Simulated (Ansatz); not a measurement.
# ZnSe: response to strain

Aim: deform ZnSe (equal xx and yy strain of -2 %) and compute stress, forces and field gradients with LAPW, PAW and all-electron datasets made for the crystal.

Program: Ansatz 0.2.0. Level of theory: DFT LDA, scalar-relativistic. These are calculated values, not measurements.

**1. The system as given**

The structure is cubic, space group F-43m (No. 216). Conventional cell: a = 5.668 Å, b = 5.668 Å, c = 5.668 Å, α = 90.00°, β = 90.00°, γ = 90.00°. Zn (site symmetry -43m) is surrounded by 4 Se at 2.45 Å. Se (site symmetry -43m) is surrounded by 4 Zn at 2.45 Å.

Structure file:

```
CELL_PARAMETERS angstrom
0.00000 2.83380 2.83380
2.83380 0.00000 2.83380
2.83380 2.83380 0.00000
ATOMIC_POSITIONS crystal
Zn 0.00000 0.00000 0.00000
Se 0.75000 0.75000 0.75000
```

Atoms are numbered in the order of the input: Zn1, Se2.

**2. After the deformation**

Space group F-43m before, I-4m2 after.

**3. LAPW, all electrons**

Contents of input.yaml:

```yaml
crystal:
  lattice:
    - [0.0, 2.777124, 2.8338]
    - [2.777124, 0.0, 2.8338]
    - [2.777124, 2.777124, 0.0]
  atoms:
    - { symbol: Zn, position: [0.0, 0.0, 0.0] }
    - { symbol: Se, position: [0.75, 0.75, 0.75] }
kpoints:
  mp_grid: { grid: [8, 8, 8] }
  band_path:
    path:
      - [0.0, 0.0, 0.0]
      - [0.5, 0.0, 0.5]
      - [0.75, 0.25, 0.5]
      - [0.5, 0.5, 0.5]
      - [0.0, 0.0, 0.0]
      - [0.5, 0.5, 0.0]
      - [0.62995, 0.62995, 0.2599]
      - [0.37005, 0.37005, 0.7401]
      - [0.0, 0.0, 0.0]
    npoints: 5
scf:
  occupations: { method: fermi_dirac, width: 0.03 }
hamiltonian:
  xc: lda
  pseudopotentials: { kind: all_electron, lapw: { basis_error: 0.00025 } }
output:
  forces: true
  stress: true
  eigenvalues: true
```

Started as:

```bash
> ansatz run input.yaml --threads 1 --pin off --max-ram 3072MiB --backend cpu --events-out ev --progress --plain --runs-dir out
```

**4. PAW with frozen cores**

Contents of input.yaml:

```yaml
crystal:
  lattice:
    - [0.0, 2.777124, 2.8338]
    - [2.777124, 0.0, 2.8338]
    - [2.777124, 2.777124, 0.0]
  atoms:
    - { symbol: Zn, position: [0.0, 0.0, 0.0] }
    - { symbol: Se, position: [0.75, 0.75, 0.75] }
kpoints:
  mp_grid: { grid: [8, 8, 8] }
scf:
  occupations: { method: fermi_dirac, width: 0.03 }
hamiltonian:
  xc: lda
  pseudopotentials: { kind: paw }
output:
  forces: true
  stress: true
  eigenvalues: true
  efg: { contact_densities: true }
  write_density: true
  write_potential: true
  elf: true
  volumetric_format: npy
```

**5. Datasets made for this crystal**

Changes to input.yaml since step 4:

```diff
@@ -14,3 +14,3 @@
   xc: lda
-  pseudopotentials: { kind: paw }
+  pseudopotentials: { kind: all_electron, datasets: crystal }
 output:
@@ -20,5 +20 @@
   efg: { contact_densities: true }
-  write_density: true
-  write_potential: true
-  elf: true
-  volumetric_format: npy
```

(Steps that only read results are left out.)

**Question.** What will these runs give? Wanted: pressure; largest shear or deviatoric stress.

As calculated:

| quantity | value |
| --- | --- |
| pressure | LAPW -0.90, PAW -0.92, crystal datasets -0.90 GPa |
| largest shear or deviatoric stress (LAPW) | 0.55 GPa |

What this shows: The largest part of the stress beyond the pressure is 0.55 GPa in size, in the zz component; the atoms are carried along and not relaxed. No run of the undeformed cell stands beside it, so the pressure holds what the given cell had before the change. PAW: stress within 0.02 GPa of LAPW. Crystal datasets: stress within 0.01 GPa of LAPW.
